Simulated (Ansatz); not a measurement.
**TiAl₃ films: biaxial stress and wafer bow**

Plane-wave DFT in Ansatz, PBEsol, scalar-relativistic PAW potentials, cutoff 420 eV, no spin-orbit coupling; no spin polarisation. TiAl₃ in space group I4/mmm, strained equally along a and b of the conventional cell, with c and the atoms relaxed within the symmetry (a film with c along the normal). Stress is the in-plane mean, tension positive.

```csv
strain (%),stress (GPa),E − E(0) (meV/atom)
-3.0,-9.59,26.1
-2.0,?,11.2
-1.0,-2.86,2.6
+0.0,0.04,0.0
+1.0,2.66,2.8
+2.0,4.96,10.5
+3.0,7.00,22.5
```

Fit the stress, get the biaxial modulus and predict the missing row.

A parabola through the given rows is σ = 0.04 + 2.763 ε -0.1489 ε² GPa (ε in %), so M = dσ/dε = 276 GPa at zero. It predicts -6.08 GPa at -2.0 %; the run gave -6.07 GPa. The miss is 0.01 GPa, so the fit holds. The negative square term means that the film is stiffer in compression than in tension. The energies check it: E/V = Mε² at small strain, and a cubic fit with V = 15.57 Å³/atom gives M = 277 GPa, in agreement.

How much does a 50 nm film at -0.3 % strain bow a 300 mm Si(001) wafer 775 μm thick?

The fit, without its small constant, gives σ = -0.84 GPa. Stoney's formula, κ = 6σt_f/(M_s t_s²) with M_s = 180.5 GPa for Si(001) (literature), gives |κ| = 2.32×10⁻³ m⁻¹ and a bow κr²/2 = 26.2 μm at r = 150 mm, with the film side convex (compression pushes the centre up). This assumes a single-crystal or fully textured, unrelaxed film at 0 K.

The cell has no gap in any row, so the stresses hang on mesh and smearing.

Cost: about 14 core-minutes for the runs cited, on Arm Neoverse N1 (shared hosts).

The film resists in-plane compression more strongly than tension, as the stresses show at every strain magnitude. Shortening the Ti–Al and Al–Al contacts steepens the repulsion between atoms, while stretching them weakens the restoring force. The energies show the same asymmetry at the two larger strain magnitudes but not at the smallest, where the slight residual tension at zero strain offsets the weak anharmonic term and numerical noise may decide the order.

The large modulus for an aluminium-rich metal fits the directional hybridisation of Ti d with Al s and p states, which stiffens trialuminides relative to elemental aluminium. Because c is free to relax, the modulus already includes the Poisson response along the normal and is the appropriate one for a film with a free surface. At the strain used for the wafer, the response is almost linear, so the predicted bow depends mainly on the modulus and the assumed mismatch, and hardly on the anharmonicity. The calculation doesn't show whether this ordered structure remains preferred over competing stackings under strain.
